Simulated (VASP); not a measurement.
Wanted: the native input for a VASP 6.6.1 run.

* Task: relaxation of the atoms
* Functional: LDA
* Potentials or basis: VASP PAW LDA potentials, release 64 (Si, C)
* Cutoff: 600 eV
* k mesh: 12 × 12 × 12
* Occupations: gaussian, width 0.03 eV
* Spin: no spin polarisation
* Further INCAR settings: ALGO = Normal; EDIFF = 1e-07; IBRION = 2; EDIFFG = -0.01; NSW = 40

The structure of SiC lies in POSCAR:

```
SiC                                     
1.0
    0.0000000000      1.9656496708      1.9656496708
    1.9656496708     -0.0000000000      1.9656496708
    1.9656496708      1.9656496708      0.0000000000
  Si              C             
     1     1
Direct
     0.0000000000000000    0.0000000000000000    0.0000000000000000
     0.5000000000000000    0.5000000000000000    0.5000000000000000
```

The cell was built by a generator and needn't be a form met in nature.

The cell isn't the ideal one: a relaxed cell with its volume scaled by 0.94.

The input as run:

INCAR

```
PREC = Accurate
ENCUT = 600
EDIFF = 1E-7
ISMEAR = 0
SIGMA = 0.03
LREAL = False
LASPH = True
NELM = 80
ALGO = Normal
ISIF = 2
LWAVE = False
LCHARG = False
IBRION = 2
NSW = 40
EDIFFG = -0.01
```

KPOINTS

```
regular mesh
0
Gamma
  12 12 12
```

Potentials or basis: VASP PAW LDA potentials, release 64 (Si, C).

Launch:

```bash
$ cat potpaw_LDA.64/Si/POTCAR potpaw_LDA.64/C/POTCAR > POTCAR
$ mpirun -np 1 vasp_std > vasp.out
```

It gave:

```yaml
Pressure_after_relaxing: 17.9 GPa
Band_gap_on_the_k_mesh: none (metal or under the smearing width)
```

Caveat: the relaxation stopped at its first step, so nothing moved.

It took 3.5 s on 1 thread of Intel(R) Xeon(R) 6975P-C (Granite Rapids), on a shared host, peak memory 0.13 GiB.
